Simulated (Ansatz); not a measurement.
# Sr: pressure up to the limit of the methods

An exercise on one series of results from a longer session: the logs are not shown, and one member is left open.

Computed with Ansatz 0.2.0 (DFT PBE, with the methods named in each step, unless a step's input says otherwise).

**Starting point**

It takes space group Im-3m (No. 229, cubic). The conventional cell has a = 4.793 Å, b = 4.793 Å, c = 4.793 Å, α = 90.00°, β = 90.00°, γ = 90.00°. Sr (site symmetry m-3m) is surrounded by 8 Sr at 4.15 Å.

As a file:

```cif
data_structure
_symmetry_space_group_name_H-M 'P 1'
_symmetry_Int_Tables_number 1
_cell_length_a 4.1505
_cell_length_b 4.1505
_cell_length_c 4.1505
_cell_angle_alpha 109.471
_cell_angle_beta 109.471
_cell_angle_gamma 109.471
_cell_volume 55.04
loop_
_atom_site_label
_atom_site_type_symbol
_atom_site_fract_x
_atom_site_fract_y
_atom_site_fract_z
_atom_site_occupancy
Sr1 Sr 0.00000 0.00000 0.00000 1
```

Whether this phase is the stable one at these pressures isn't tested.

The first run:

Input file input.yaml:

```yaml
crystal:
  lattice:
    - [-2.396290566, 2.396290566, 2.396290566]
    - [2.396290566, -2.396290566, 2.396290566]
    - [2.396290566, 2.396290566, -2.396290566]
  atoms:
    - { symbol: Sr, position: [0.0, 0.0, 0.0] }
kpoints:
  mp_grid: { grid: [11, 11, 11] }
scf:
  occupations: { method: fermi_dirac, width: 0.05 }
hamiltonian:
  xc: pbe
  pseudopotentials: { kind: paw }
output:
  forces: true
  stress: true
relax:
  f_tol: 0.005
  max_steps: 40
  cell: {}
```

On the command line:

```console
> ansatz run input.yaml --threads 1 --pin off --max-ram 2048MiB --backend cpu --events-out ev --progress --plain --runs-dir out
```

Steps of the session up to this table: Cell relaxed at zero pressure, PAW; Volume scaled by 1, PAW; Volume scaled by 1, PAW (source ansatz); Volume scaled by 0.88, PAW; Volume scaled by 0.78, PAW; Volume scaled by 0.68, PAW; Volume scaled by 0.58, PAW; Volume scaled by 0.5, PAW; Volume scaled by 0.43, PAW; Volume scaled by 0.43, PAW (cutoff 1000 eV).

One table of the session follows, with a row left open; its other results are not shown here.

 The rows PAW, 0.43 and PAW (cutoff 1000 eV), 0.43 agree to the last digit and may rest on the same set-up.

```
              method  volume over the first  volume (Å³/atom)  pressure (GPa)
                 PAW                      1            54.038            0.00
                 PAW                   0.88            47.553            1.85
                 PAW                   0.78            42.149            4.33
                 PAW                   0.68            36.746            8.36
                 PAW                   0.58                 ?               ?
                 PAW                    0.5            27.019           23.79
                 PAW                   0.43            23.236           35.47
PAW (cutoff 1000 eV)                   0.43            23.236           35.47
 PAW (source ansatz)                      1            54.038            0.00
```

Q: Estimate the row for PAW, 0.58 from the others.

The run gave: volume (Å³/atom): 31.342; pressure (GPa): 15.14. In the column «volume (Å³/atom)» it lies between PAW, 0.5 (27.019) and PAW, 0.68 (36.746).
